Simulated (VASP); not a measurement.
# KCl (Fm-3m) in VASP: notebook

Runs on KCl. Level: PBE. Tasks: single point, relaxation of cell and atoms.

Everything below comes from runs of VASP 6.6.1. Logs are shortened: lines on timing, memory, paths and dates and some standing lists are left out, and cuts for length are marked.

**What was measured.**

From a printed reference work, monograph, for a bulk crystal of KCl: band gap 8.68 eV.

The results are compared with them further down.

## 1. The cell of the first run

Symmetry: Fm-3m, No. 225, cubic system. Conventional cell: a = 5.526 Å, b = 5.526 Å, c = 5.526 Å, α = 90.00°, β = 90.00°, γ = 90.00°. K (site symmetry m-3m) has 6 Cl at 2.76 Å within 3.6 Å. Within 3.6 Å of Cl (site symmetry m-3m) lie 6 K at 2.76 Å.

## 2. Single point, PBE

Contents of INCAR:

```
  PREC = Accurate
  ENCUT = 500
  EDIFF = 1E-6
  ISMEAR = -1
  SIGMA = 0.1
  LREAL = F
  LASPH = T
  NELM = 120
  ALGO = Normal
  ISIF = 2
  LWAVE = F
  LCHARG = F
  GGA = PE
  NBANDS = 15
  GGA_COMPAT = F
```

Contents of KPOINTS:

```
Automatic mesh
0
Gamma
  6 6 6
```

Contents of POSCAR:

```
KCl
1.0
    3.9072744127      0.0000000000      0.0000000000
    1.9536372064      3.3837989010      0.0000000000
    1.9536372064      1.1279329670      3.1902761987
K Cl
1 1
Direct
    0.0000000000      0.0000000000      0.0000000000
    0.5000000000      0.5000000000      0.5000000000
```

Potentials or basis: VASP PAW PBE potentials, release 64 (K_sv, Cl).

Command:

```bash
$ cat potpaw_PBE.64/K_sv/POTCAR potpaw_PBE.64/Cl/POTCAR > POTCAR
$ mpirun -np 1 vasp_std > vasp.out
```

OUTCAR:

```text
PREC = Accurate
   ENCUT = 500
   EDIFF = 1E-6
   ISMEAR = -1
   LREAL = F
   LASPH = T
   NELM = 120
   ISIF = 2
   GGA = PE

 ion  position               nearest neighbor table
   1  0.000  0.000  0.000-   2 2.76   2 2.76   2 2.76   2 2.76   2 2.76   2 2.76
   2  0.500  0.500  0.500-   1 2.76   1 2.76   1 2.76   1 2.76   1 2.76   1 2.76

  LATTYP: Found a face centered cubic cell.
 ALAT       =     5.5257204664

  Lattice vectors:

 A1 = (   3.9072744127,   0.0000000000,   0.0000000000)
 A2 = (   1.9536372064,   3.3837989010,   0.0000000000)
 A3 = (   1.9536372064,   1.1279329670,   3.1902761987)

Analysis of symmetry for initial positions (statically):
=====================================================================
 Subroutine PRICEL returns:
 Original cell was already a primitive cell.

 Routine SETGRP: Setting up the symmetry group for a
 face centered cubic supercell.

 Subroutine GETGRP returns: Found 48 space group operations
 (whereof 48 operations were pure point group operations)
 out of a pool of 48 trial point group operations.

The static configuration has the point symmetry O_h .

Analysis of symmetry for dynamics (positions and initial velocities):
=====================================================================
 Subroutine PRICEL returns:
 Original cell was already a primitive cell.

 Routine SETGRP: Setting up the symmetry group for a
 face centered cubic supercell.

 Subroutine GETGRP returns: Found 48 space group operations
 (whereof 48 operations were pure point group operations)
 out of a pool of 48 trial point group operations.

The dynamic configuration has the point symmetry O_h .

 Subroutine INISYM returns: Found 48 space group operations
 (whereof 48 operations are pure point group operations),
 and found     1 'primitive' translations

----------------------------------------------------------------------------------------

                                     Primitive cell

  volume of cell :      42.1800

  direct lattice vectors                    reciprocal lattice vectors
     3.907274413  0.000000000  0.000000000     0.255932882 -0.147762918 -0.104484161
     1.953637206  3.383798901  0.000000000     0.000000000  0.295525836 -0.104484161
     1.953637206  1.127932967  3.190276199     0.000000000  0.000000000  0.313452484

  length of vectors
     3.907274413  3.907274413  3.907274413     0.313452484  0.313452484  0.313452484

  position of ions in fractional coordinates (direct lattice)
     0.000000000  0.000000000  0.000000000
     0.500000000  0.500000000  0.500000000

  ion indices of the primitive-cell ions
   primitive index   ion index
                 1           1
                 2           2

----------------------------------------------------------------------------------------

 KPOINTS: Automatic mesh

Automatic generation of k-mesh.
 Grid dimensions read from file:
 generate k-points for:    6    6    6

 Generating k-lattice:

  Cartesian coordinates                     Fractional coordinates (reciprocal lattice)
     0.042655480 -0.024627153 -0.017414027     0.166666667  0.000000000  0.000000000
     0.000000000  0.049254306 -0.017414027     0.000000000  0.166666667  0.000000000
     0.000000000  0.000000000  0.052242081     0.000000000  0.000000000  0.166666667

  Length of vectors
     0.052242081  0.052242081  0.052242081

  Shift w.r.t. Gamma in fractional coordinates (k-lattice)
     0.000000000  0.000000000  0.000000000

 Subroutine IBZKPT returns following result:
 ===========================================

 Found     16 irreducible k-points:

 Following reciprocal coordinates:
            Coordinates               Weight
  0.000000  0.000000  0.000000      1.000000
  0.166667  0.000000  0.000000      8.000000
  0.333333  0.000000  0.000000      8.000000
  0.500000 -0.000000 -0.000000      4.000000
  0.166667  0.166667 -0.000000      6.000000
  0.333333  0.166667  0.000000     24.000000
[... 8 lines left out ...]
 -0.333333  0.333333  0.166667     24.000000
 -0.333333  0.500000  0.166667     12.000000
   k-points           NKPTS =     16   k-points in BZ     NKDIM =     16   number of bands    NBANDS=     15
   number of dos      NEDOS =    301   number of ions     NIONS =      2
   total plane-waves  NPLWV =  21952
   dimension x,y,z NGX =    28 NGY =   28 NGZ =   28
   dimension x,y,z NGXF=    56 NGYF=   56 NGZF=   56
   ions per type =               1   1
   NGX,Y,Z   is equivalent  to a cutoff of  11.91, 11.91, 11.91 a.u.
   NGXF,Y,Z  is equivalent  to a cutoff of  23.83, 23.83, 23.83 a.u.
 SYSTEM =  unknown system
   PREC   = accura    normal or accurate (medium, high low for compatibility)
   ISTART =      0    job   : 0-new  1-cont  2-samecut
   ICHARG =      2    charge: 1-file 2-atom 10-const
   ISPIN  =      1    spin polarized calculation?
   LNONCOLLINEAR =      F non collinear calculations
   LSORBIT =      F    spin-orbit coupling
   LASPH  =      T    aspherical Exc in radial PAW
   ENCUT  =  500.0 eV  36.75 Ry    6.06 a.u.   7.12  7.12  7.12*2*pi/ulx,y,z
   NELM   =    120;   NELMIN=  2; NELMDL= -5     # of ELM steps
   EDIFF  = 0.1E-05   stopping-criterion for ELM
   LREAL  =      F    real-space projection
   EDIFFG = 0.1E-04   stopping-criterion for IOM
   NSW    =      0    number of steps for IOM
   IBRION =     -1    ionic relax: 0-MD 1-quasi-New 2-CG
   NFREE  =      0    steps in history (QN), initial steepest desc. (CG)
   ISIF   =      2    stress and relaxation
   ISYM   =      2    0-nonsym 1-usesym 2-fastsym
   POTIM  = 0.5000    time-step for ionic-motion
   TEBEG  =    0.0;   TEEND  =   0.0 temperature during run
   PSTRESS=    0.0 pullay stress
   NELECT =      16.0000    total number of electrons
   NUPDOWN=      -1.0000    fix difference up-down
   EMIN   =  10.00;   EMAX   =-10.00  energy-range for DOS
   EFERMI =   0.00;   METHOD = LEGACY
   ISMEAR =    -1;   SIGMA  =   0.10  broadening in eV -4-tet -1-fermi 0-gaus
   EFERMI_NEDOS =   21; number of points for ismear=-14 and -15
   IALGO  =     38    algorithm
   IMIX   =      4    mixing-type and parameters
     AMIX     =   0.40;   BMIX     =  1.00
     AMIX_MAG =   1.60;   BMIX_MAG =  1.00
  volume/ion in A,a.u.               =      21.09       142.32
  Fermi-wavevector in a.u.,A,eV,Ry     =   1.185075  2.239467 19.108066  1.404403
  Thomas-Fermi vector in A             =   2.321276
   LORBIT       =      0    0 simple, 1 ext, 2 COOP (PROOUT), +10 PAW based schemes
   GGA     = PE    functional components
   LHFCALC =     F    Hartree Fock is set to
   AEXX    =    0.0000 exact exchange contribution
   IVDW    =     0    specifies the selected vdW correction
   LEPSILON=     F    determine dielectric tensor
   LRPA    =     F    only Hartree local field effects (RPA)
 non-spin polarized calculation
  energy-cutoff  :      500.00
  volume of cell :       42.18
 maximum number of plane-waves:      1090
   NGX = 15   NGY = 15   NGZ = 15

 number of electron      16.0000002 magnetization

 Free energy of the ion-electron system (eV)
  ---------------------------------------------------
  ext. energy  EPLUGINS =         0.00000000
  ---------------------------------------------------
  free energy    TOTEN  =        -5.85124727 eV

  energy without entropy =       -5.85124727  energy(sigma->0) =       -5.85124727

 E-fermi :   2.4552     XC(G=0):  -9.2752

 val. band max:        0.2786589334   @ k =   0.0000   0.0000   0.0000
 cond. band min:       6.0533680156   @ k =   0.5000   0.5000   0.0000
 fundamental gap:      5.7747090822
 Fermi energy:         2.4552008967

 k-point     1 :       0.0000    0.0000    0.0000
  band No.  band energies     occupation
      1     -26.2611      2.00000
      2     -12.4622      2.00000
      3      -9.6944      2.00000
      4      -9.6944      2.00000
      5      -9.6944      2.00000
      6       0.2787      2.00000
      7       0.2787      2.00000
      8       0.2787      2.00000
      9       7.1635      0.00000
     10       8.5043      0.00000
     11       8.5043      0.00000
     12       8.5043      0.00000
     13       9.6374      0.00000
     14       9.6374      0.00000
     15      14.4540      0.00000

 k-point     2 :       0.1667    0.0000    0.0000
  band No.  band energies     occupation
      1     -26.2422      2.00000
      2     -12.6219      2.00000
      3      -9.6991      2.00000
      4      -9.6991      2.00000
      5      -9.5038      2.00000
      6      -0.3040      2.00000
      7       0.0464      2.00000
      8       0.0464      2.00000
      9       7.9486      0.00000
     10       8.5384      0.00000
     11       9.0111      0.00000
     12       9.0111      0.00000
     13      10.3405      0.00000
     14      10.3405      0.00000
     15      15.8344      0.00000

 k-point     3 :       0.3333    0.0000    0.0000
  band No.  band energies     occupation
      1     -26.2039      2.00000
      2     -12.8988      2.00000
      3      -9.7079      2.00000
      4      -9.7079      2.00000
      5      -9.1560      2.00000
      6      -1.2559      2.00000
      7      -0.3666      2.00000
      8      -0.3666      2.00000
      9       8.4482      0.00000
     10       9.9290      0.00000
     11      10.4083      0.00000
     12      10.4083      0.00000
     13      12.0734      0.00000
     14      12.0734      0.00000
     15      15.7383      0.00000
[... 199 lines left out ...]
 k-point    15 :      -0.3333    0.3333    0.1667
  band No.  band energies     occupation
      1     -26.1690      2.00000
      2     -12.6830      2.00000
      3     -10.0235      2.00000
      4      -9.9475      2.00000
      5      -9.3592      2.00000
      6      -0.9772      2.00000
      7      -0.3867      2.00000
      8      -0.3834      2.00000
      9       8.7093      0.00000
     10       8.9444      0.00000
     11      11.7422      0.00000
     12      11.9462      0.00000
     13      12.8208      0.00000
     14      14.0731      0.00000
     15      14.5705      0.00000

 k-point    16 :      -0.3333    0.5000    0.1667
  band No.  band energies     occupation
      1     -26.1642      2.00000
      2     -12.4792      2.00000
      3     -10.2138      2.00000
      4     -10.0249      2.00000
      5      -9.5382      2.00000
      6      -0.5535      2.00000
      7      -0.4335      2.00000
      8      -0.1836      2.00000
      9       7.2795      0.00000
     10      10.1712      0.00000
     11      11.0982      0.00000
     12      12.0416      0.00000
     13      12.8114      0.00000
     14      13.4441      0.00000
     15      14.9810      0.00000

------------------------ aborting loop because EDIFF is reached ----------------------------------------

  FORCE on cell =-STRESS in cart. coord.  units (eV):
  Direction    XX          YY          ZZ          XY          YZ          ZX
  --------------------------------------------------------------------------------------
  -------------------------------------------------------------------------------------
  Total        5.3431984      5.3431984      5.3431984      0.0000000     -0.0000000      0.0000000
  in kB      202.9575186    202.9575186    202.9575186      0.0000000     -0.0000000      0.0000000
  external PRESSURE =     202.9575186 kB  Pullay stress =       0.0000000 kB

 VOLUME and BASIS-vectors are now :
 -----------------------------------------------------------------------------
  energy-cutoff  :      500.00
  volume of cell :       42.18
      direct lattice vectors                 reciprocal lattice vectors
     3.907274413  0.000000000  0.000000000     0.255932882 -0.147762918 -0.104484161
     1.953637206  3.383798901  0.000000000     0.000000000  0.295525836 -0.104484161
     1.953637206  1.127932967  3.190276199     0.000000000  0.000000000  0.313452484

 POSITION                                       TOTAL-FORCE (eV/Angst)
 -----------------------------------------------------------------------------------
      0.00000      0.00000      0.00000         0.000000      0.000000      0.000000
      3.90727      2.25587      1.59514        -0.000000     -0.000000      0.000000
 -----------------------------------------------------------------------------------
    total drift:                                0.000000      0.000000      0.000000

  FREE ENERGIE OF THE ION-ELECTRON SYSTEM (eV)
  ---------------------------------------------------
  free  energy   TOTEN  =        -5.8512472665 eV

  energy  without entropy=       -5.8512472664  energy(sigma->0) =       -5.85124727
```

It took 13 s on 1 thread of Intel Xeon 8259CL, shared host; peak memory 0.16 GiB.

Results:

| Quantity | Value |
| --- | --- |
| Free energy | -5.8512 eV |
| Pressure | 20.3 GPa |
| Band gap on the k mesh | 5.77 eV (least direct gap 6.02 eV) |

Caveat: the cell stands under pressure.

## 3. Single point, PBE

This run uses another cell than the first one, of 24.11 Å³/atom.

Contents of INCAR:

```
PREC = Accurate
ENCUT = 500
EDIFF = 1E-6
ISMEAR = -1
SIGMA = 0.1
LREAL = False
LASPH = True
NELM = 120
ALGO = Normal
ISIF = 2
LWAVE = False
LCHARG = True
GGA = PE
LELF = True
LVHAR = True
NBANDS = 15
GGA_COMPAT = False
```

KPOINTS is that of step 2.

Contents of POSCAR:

```
KCl
1.0
    4.0855239698      0.0000000000      0.0000000000
    2.0427619849      3.5381675457      0.0000000000
    2.0427619849      1.1793891819      3.3358163527
K Cl
1 1
Direct
    0.0000000000      0.0000000000      0.0000000000
    0.5000000000      0.5000000000      0.5000000000
```

Potentials or basis: VASP PAW PBE potentials, release 64 (K_sv, Cl).

Command:

```bash
$ cat potpaw_PBE.64/K_sv/POTCAR potpaw_PBE.64/Cl/POTCAR > POTCAR
$ mpirun -np 1 vasp_std > vasp.out
```

Wall time 15 s (1 thread of Intel Xeon 8259CL, shared host); peak memory 0.16 GiB.

The run converged. Its results:

```yaml
Free_energy: -6.4078 eV
Pressure: 10.1 GPa
Band_gap_on_the_k_mesh: 6.15 eV (least direct gap 6.21 eV)
```

Levels at points of the mesh, in eV from the valence-band top:
| k point | band 6 | band 7 | band 8 | band 9 | band 10 | band 11 |
| --- | --- | --- | --- | --- | --- | --- |
| (0.00, 0.00, 0.00) | 0.00 | 0.00 | 0.00 | 6.21 | 8.37 | 8.37 |
| (0.50, 0.00, 0.00) | -1.59 | -0.60 | -0.60 | 8.32 | 9.56 | 11.32 |
| (0.50, 0.50, 0.00) | -0.78 | -0.26 | -0.26 | 6.15 | 9.60 | 10.63 |

Caveat: the cell stands under pressure. A k mesh can miss the band edges.

## 4. Single point, PBE

This run uses another cell than the first one, of 32.44 Å³/atom.

Contents of INCAR:

```
SYSTEM = KCl
PREC = Accurate ; ENCUT = 500
EDIFF = 1E-6 ; ISMEAR = -1
SIGMA = 0.1 ; LREAL = .FALSE.
LASPH = .TRUE. ; NELM = 120
ALGO = Normal ; ISIF = 2
LWAVE = .FALSE. ; LCHARG = .FALSE.
GGA = PE ; NBANDS = 15
GGA_COMPAT = .FALSE.
```

Contents of KPOINTS:

```
regular mesh
0
G
  6 6 6
  0 0 0
```

Contents of POSCAR:

```
KCl
1.0
    4.5101860308      0.0000000000      0.0000000000
    2.2550930154      3.9059356785      0.0000000000
    2.2550930154      1.3019785595      3.6825514735
K Cl
1 1
Direct
    0.0000000000      0.0000000000      0.0000000000
    0.5000000000      0.5000000000      0.5000000000
```

Command:

```bash
$ cat potpaw_PBE.64/K_sv/POTCAR potpaw_PBE.64/Cl/POTCAR > POTCAR
$ mpirun -np 1 vasp_std > vasp.out
```

Run time: 19 s. Hardware: 1 thread of Intel Xeon 8259CL, shared host; peak memory 0.2 GiB.

Results (log left out):

| Item | Value |
| --- | --- |
| Free energy | -6.8108 eV |
| Pressure | 0.0 GPa |
| Band gap on the k mesh | 5.05 eV |

Levels at points of the mesh, in eV from the valence-band top:
```
           k point  band 5  band 6  band 7  band 8  band 9  band 10  band 11  band 12
(0.00, 0.00, 0.00)  -10.76    0.00    0.00    0.00    5.05     8.35     8.35     8.35
(0.50, 0.00, 0.00)  -10.54   -0.99   -0.29   -0.29    7.47     8.44    10.39    10.39
(0.50, 0.50, 0.00)  -10.81   -0.63   -0.21   -0.21    6.56     8.16     9.83    10.16
```

(Part 1 of 3 ends here.)
